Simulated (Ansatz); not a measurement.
## AlP: strain energy, fitted

AlP, F-43m, a = 5.507 Å. Ansatz: PBE, PAW, 420 eV, Γ-centred 8×8×6 mesh on 4 atoms, Gaussian smearing 0.02 eV; no spin polarisation. Series: equal strain along all axes, cell held, atoms fixed by symmetry; x is the strain in per cent. y is the free energy over the unstrained cell, V0 = 20.880 Å³/atom.

| x (%) | y (meV/atom) |
| --- | --- |
| -3.0 | 48.26 |
| -2.0 | 20.82 |
| -1.0 | ? |
| 0.0 | 0.00 |
| 1.0 | 4.63 |
| 2.0 | 18.09 |
| 3.0 | 39.52 |

Problem. Fit y = c2 x² + c3 x³ to the other rows, turn c2 into a modulus, and predict the missing energy.

Solution. Least squares on the rows shown. y = 4.8741 x² − 0.16261 x³. In eV per unit strain² c2 is 48.74; the stiffness is B for this strain (E = 9/2 B V0 ε², shape held): 2 × 48.74 × 160.2 / (9 × 20.880) = 83 GPa. At x = -1.0 the fit asked for gives 5.04 meV/atom. The run gave 5.08 meV/atom, so the fit is 0.04 meV/atom too low, within the rms miss on the fitted rows (0.06 meV/atom).